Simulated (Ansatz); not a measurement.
# MnSi: experiment and calculation

**What was measured.**

“Strain in epitaxial MnSi films on Si(111) in the thick film limit studied by polarization-dependent extended x-ray absorption fine structure”, 2016, arxiv:1611.07736 quotes, for a bulk crystal of MnSi at 300 K: lattice constant a 4.556 Å.

The results are compared with them further down.

Method: DFT PBEsol, scalar-relativistic, plane waves, PAW (Ansatz 0.2.0).

Plane waves to 420 eV, a k mesh through Γ of 8×8×8 on the computed 8-atom cell and Gaussian smearing (0.10 eV); collinear spin from starting moments 1 1 1 1 0 0 0 0 μB.

Relaxed structure, symmetry kept:

```
CELL_PARAMETERS angstrom
4.47078 0.00000 0.00000
0.00000 4.47078 0.00000
0.00000 0.00000 4.47078
ATOMIC_POSITIONS crystal
Mn 0.13705 0.13705 0.13705
Mn 0.36295 0.86295 0.63705
Mn 0.63705 0.36295 0.86295
Mn 0.86295 0.63705 0.36295
Si 0.84537 0.84537 0.84537
Si 0.65463 0.15463 0.34537
Si 0.34537 0.65463 0.15463
Si 0.15463 0.34537 0.65463
```

```json
{
  "Space group": "P2_13 (No. 198)",
  "Volume per atom": "11.17 Å³",
  "Formation energy from the elements' standard states (uncorrected)": "-0.528 eV/atom",
  "Kohn–Sham band gap": "none (metal)",
  "Density of states at the Fermi level": "6.61 states/eV per cell",
  "Löwdin character within 0.5 eV of the Fermi level": "Mn 3d 90 %",
  "Bulk modulus": "221 GPa",
  "Its pressure derivative": "4.2",
  "Bader charges (e)": "Mn (4 in the cell) -0.06, Si (4 in the cell) 0.06",
  "Total moment": "3.68 μB per cell",
  "Site moments (μB; atoms counted from 1 over the whole cell)": "Mn (atom 1) 0.91, Mn (atom 2) 0.91, Mn (atom 3) 0.91, Mn (atom 4) 0.91"
}
```

Only this magnetic start was tried.

A measured lattice constant a of MnSi is 4.556 Å (300 K; quoted in the paper above); the calculated 4.471 Å misses it by -1.9 %. 2 values of this kind are on record (4.556 to 4.558 Å); this one was drawn at random among those near their median. The calculation is for 0 K without zero-point motion.

Cost: 6 runs of about 8.4 core-minutes in all, on Intel Xeon 6975P-C (Granite Rapids) (shared hosts).